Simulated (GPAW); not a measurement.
BN, 2 atoms in the cell. The structure is cubic, space group F-43m (No. 216). Conventional cell: a = 3.626 Å, b = 3.626 Å, c = 3.626 Å, α = 90.00°, β = 90.00°, γ = 90.00°. Around N (site symmetry -43m) lie 4 B at 1.57 Å. Around B (site symmetry -43m) lie 4 N at 1.57 Å. The cell is a database's computed one.

- Program: GPAW 26.7.0
- Task: band structure
- Functional: GLLB-SC
- Potentials or basis: the program's PAW data sets (release 1.2.1) made for this functional
- Cutoff: 800 eV
- Basis: pw
- k mesh: 10 × 10 × 10
- Occupations: fermi-dirac, width 0.05 eV
- Spin: no spin polarisation
- Maxiter: 150
- Band path: GXWKGLUWLK,UX
- Band points: 80

Potentials or basis: the program's PAW data sets (release 1.2.1) made for this functional, pw.

Run with:

```bash
$ OMP_NUM_THREADS=1 python run.py
```

Hardware: 1 thread of Arm Neoverse V1, with other jobs on the host.

Q: How long does it take, and how much memory?

A: Run time: 23 s on 1 thread of Arm Neoverse V1, on a shared host, peak memory 0.17 GiB. Counts: scf iterations 21.
